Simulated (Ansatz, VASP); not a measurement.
## SiC in VASP and in Ansatz

```
Si C
1.0
     0.00000    2.07617    2.17400
     2.17400    0.00000    2.17400
     2.17400    2.07617    0.00000
Si C
1 1
Direct
  0.00000 0.00000 0.00000
  0.75000 0.75000 0.75000
```

Change from the starting cell: strain -0.0450 x Voigt [0, 1, 0, 0, 0, 0], atoms carried along.

Alike in both runs: task single point; functional r2SCAN; k mesh 12 × 12 × 12; occupations gaussian, width 0.05 eV; no spin polarisation.

|  | VASP | Ansatz |
| --- | --- | --- |
| version | VASP 6.6.1 | Ansatz 0.2.0 |
| potentials or method | VASP PAW PBE potentials, release 64 (Si, C) | scalar-relativistic, plane waves, PAW |
| plane-wave cutoff (eV) | 520 | 500 |
| valence electrons in the cell | 8 | 8 |

|  | VASP | Ansatz | Ansatz less VASP |
| --- | --- | --- | --- |
| gap on the k mesh at the Fermi level (eV) | 1.20 | 1.18 | -0.012 |
| least direct gap on the mesh (eV) | 5.07 | 5.06 | -0.014 |
| pressure (GPa) | 12.6 | 12.8 | +0.23 |
| largest component of the traceless stress (GPa) | 7.84 | 7.80 | -0.045 |

With one functional, cell and mesh, what is left measures potentials, basis and numerics.

Caveats: the PAW data sets were made with another functional, which shifts forces and pressure a little (VASP). A k mesh can miss the band edges.
